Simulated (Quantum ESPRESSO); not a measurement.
The system is MgB2.

```xyz
3
Lattice="3.0850 0.0000 0.0000 -1.5425 2.6717 0.0000 0.0000 0.0000 3.5230" Properties=species:S:1:pos:R:3 pbc="T T T"
Mg    0.0000    0.0000    0.0000
B     1.5425    0.8906    1.7615
B     0.0000    1.7811    1.7615
```

Base run:

- Program: Quantum ESPRESSO 7.5
- Functional: PBE
- Potentials or basis: SSSP 1.3 efficiency PBE
- Cutoff: 748 eV
- Density cutoff: 5987 eV
- k mesh: 10 × 10 × 8
- Occupations: fermi-dirac, width 0.05 eV
- Spin: no spin polarisation

Its results: band gap on the k mesh none (metal or under the smearing width); pressure -1.4 GPa.

**Question.** The run is repeated on the same cell with these changes: potentials or basis from SSSP 1.3 efficiency PBE to PseudoDojo 0.4.1 SR PBE standard; cutoff from 748 eV to 1143 eV; density cutoff from 5987 eV to 4572 eV; valence electrons from 8 to 16. What comes out?

**Answer.** Band gap on the k mesh none (metal or under the smearing width); pressure -0.9 GPa.

Not every run made on this cell is shown here.
